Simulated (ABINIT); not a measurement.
Runs of ABINIT 10.8.3 (patched build) on InAs. Symmetry: F-43m, No. 216, cubic system. The conventional cell has a = 6.036 Å, b = 6.036 Å, c = 6.036 Å, α = 90.00°, β = 90.00°, γ = 90.00°. Around In (site symmetry -43m) lie 4 As at 2.61 Å. As (site symmetry -43m) is surrounded by 4 In at 2.61 Å. 

```csv
task,level,potentials or basis,cutoff (eV),fine-grid cutoff,gap on the mesh (eV),pressure (GPa)
band structure,PBE,SG15 NC PBE v1.2,1143,-,none,(a)
band structure,HCTH407,JTH PAW PBE v2.0 sp,408,816.342 eV,none,-
band structure,r2SCAN,JTH PAW LDA v2.0 sp,490,979.61 eV,0.29,-
band structure,LDA-Teter,JTH PAW LDA v2.0 sp,408,816.342 eV,none,1.1
```

Alike in all rows: no spin polarisation; cell as given; k mesh 8 × 8 × 8; smearing fermi-dirac 0.05 eV.

Q: Estimate the missing entries.

A: (a) 4.5.

Caveats: this crystal is a semiconductor, whose small gap the functional closes, so the metal is an error of the method (some runs); this set keeps more shells in the core, which shifts pressures and gaps (some runs); the PAW data sets were made with another functional, which shifts forces and pressure a little (some runs); spin-orbit coupling is left out, which moves the levels of the heavy elements (some runs).

A k mesh can miss the band edges, and the runs leave out spin-orbit coupling on As, In.

A gap of «none» marks a metal or a gap under the smearing width.

Not every run made on this cell is shown here.
